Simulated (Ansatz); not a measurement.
BeS and its competing phases

These are results of Ansatz 0.2.0, DFT PBE, scalar-relativistic, plane waves, PAW, not measurements. Settings: cutoff 420 eV, Γ-centred meshes spaced at most about 0.3 Å⁻¹ (2π included), Gaussian smearing. No spin polarisation.

Formation energies are uncorrected and refer to the elements' standard structures at the same level.

Temperature and zero-point effects are left out. Weakly bound directions are ill-defined at this level, which has no dispersion term (P-6m2), and this can change margins and order among such cells. The reference form of S is held partly by dispersion forces, which this level lacks.

The competitors are the elements and 1 reference phase of this chemical system (from databases or known types: BeS), relaxed at the same level; other known phases may be missing.

The candidate was reached from: random cell.

```yaml
crystal:
  lattice:
    - [3.45446, 0.00000, 0.00000]
    - [-1.72723, 2.99165, 0.00000]
    - [0.00000, 0.00000, 5.09778]
  atoms:
    - { symbol: Be, position: [0.00000, 0.00000, 0.00000] }
    - { symbol: S, position: [0.33333, 0.66667, 0.00000] }
```

Task: Is it stable, and against what?

Result: Not the lowest form: another structure of the same formula lies lower. Its formation energy is -0.868 eV/atom. The lowest competing phase at this composition is this:

| phase | space group | source | share of atoms | ΔE_f (eV/atom) |
| --- | --- | --- | --- | --- |
| BeS | F-43m (No. 216) | COD | 1.0000 | -1.070 |

The candidate lies 0.20 eV/atom above this phase. The candidate matches no cell in the subsets of the Crystallography Open Database and the Materials Project at hand. The margin is far too high for a likely synthesis.
